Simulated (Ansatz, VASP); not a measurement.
**CsBr: VASP beside Ansatz**

```
Cs Br
1.0
     4.24021    0.00000    0.00000
     0.00000    4.24021    0.00000
     0.00000    0.00000    4.24021
Cs Br
1 1
Cartesian
  0.0000 0.0000 0.0000
  2.1201 2.1201 2.1201
```

Alike in both runs: functional PBEsol; k mesh 6 × 6 × 6; occupations gaussian, width 0.02 eV; no spin polarisation.

Ansatz relaxed the structure, and its values are those at the end. VASP's run is a single point on that final structure, the one shown.

```csv
,VASP,Ansatz
version,VASP 6.6.1,Ansatz 0.2.0
potentials or method,"VASP PAW PBE potentials, release 64 (Cs_sv, Br)","scalar-relativistic, plane waves, PAW"
plane-wave cutoff (eV),520,420
valence electrons in the cell,16,16
```

```tsv
	VASP	Ansatz	Ansatz less VASP
gap on the k mesh at the Fermi level (eV)	4.44	4.45	+0.011
least direct gap on the mesh (eV)	4.44	4.45	+0.011
pressure (GPa)	0.1	0.0	-0.06
```

Caveats: the PAW data sets were made with another functional, which shifts forces and pressure a little (VASP); spin-orbit coupling is left out, which moves the levels of the heavy elements. A k mesh can miss the band edges.
